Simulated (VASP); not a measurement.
MgSe:

```
Mg Se
1.0
     0.00000    2.72430    2.72430
     2.72430    0.00000    2.72430
     2.72430    2.72430    0.00000
Mg Se
1 1
Direct
  0.00000 0.00000 0.00000
  0.50000 0.50000 0.50000
```

The cell was built by a generator and needn't be a form met in nature.

Program: VASP 6.6.1. Alike in all runs: potentials or basis VASP PAW PBE potentials, release 64 (Mg, Se); no spin polarisation; cell as given; cutoff (eV) 520; smearing gaussian 0.02 eV.

Problem. Order these runs on this cell by their band gap on the k mesh, lowest first.
A. level r2SCAN+rVV10; k mesh 8 × 8 × 8
B. level PBE; k mesh 8 × 8 × 8
C. level HSE06; k mesh 6 × 6 × 6; grid for exact exchange (PRECFOCK) Fast; screening parameter 0.2 1/A

Solution. B (1.80 eV), A (2.44 eV), C (2.67 eV).

A k mesh can miss the band edges.
